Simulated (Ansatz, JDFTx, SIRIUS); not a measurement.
# One calculation of Mo, 6 ways

```
Mo
1.0
    -1.58381    1.58381    1.58381
     1.58381   -1.58381    1.58381
     1.58381    1.58381   -1.58381
Mo
1
Direct
  0.00000 0.00000 0.00000
```

Alike in all runs: task equation of state; functional PBEsol; k mesh 12 × 12 × 12; occupations fermi-dirac, width 0.05 eV; no spin polarisation; no spin-orbit coupling.

```tsv
program and potentials	plane-wave cutoff (eV)	notes	equilibrium volume (Å³/atom)	bulk modulus (GPa)
Ansatz, PseudoDojo stringent	1088	potentials made for PBE	15.34	283.2
Ansatz, Ansatz PAW	420	potentials made for PBE, which Ansatz adapts in part	15.32	283.4
Ansatz, JTH PAW	1800	potentials made for PBE	15.34	283.2
Ansatz, Ansatz PAW (files of its older set among them)	500	potentials made for PBE, which Ansatz adapts in part	15.32	283.3
SIRIUS, all-electron FP-LAPW, apw+lo standard	-	-	15.31	282.0
JDFTx, PseudoDojo-SR-PBEsol-0.4.1-standard	1088	-	15.34	282.8
```

The equilibrium volume spans 15.31 (SIRIUS, all-electron FP-LAPW, apw+lo standard) to 15.34 Å³/atom (JDFTx, PseudoDojo-SR-PBEsol-0.4.1-standard), with all-electron results at 15.31. The bulk modulus spans 282.0 (SIRIUS, all-electron FP-LAPW, apw+lo standard) to 283.4 GPa (Ansatz, Ansatz PAW), with all-electron results at 282.0. For a metal such a mesh isn't converged, which the comparison doesn't need.

Differences between rows come from potentials, basis sets and numerical settings, since the functional is the same but for its coding. Runs on potential files found faulty are left out.

The six runs describe practically the same metal, dense and very stiff. That stiffness comes from molybdenum's nearly half-filled d band, in which mostly bonding states are occupied and antibonding ones largely empty, so that cohesion is near its strongest within the series. The volume is somewhat smaller and the bulk modulus higher than experiment gives, probably because PBEsol's weakened gradient correction slightly overbinds this metal. Agreement between the codes can't reveal such an error, as they all share it.

Among the pseudopotential and PAW runs, the smaller volumes go with the slightly higher moduli, as expected on compression. The all-electron run breaks this pattern, with both the smallest volume and the lowest modulus, so its softer response isn't a simple volume effect. The PseudoDojo potentials made for PBE and for PBEsol both give 15.34 Å³/atom, which suggests that the mismatch of functional in the core matters little here, though compensating differences between the two setups remain possible.
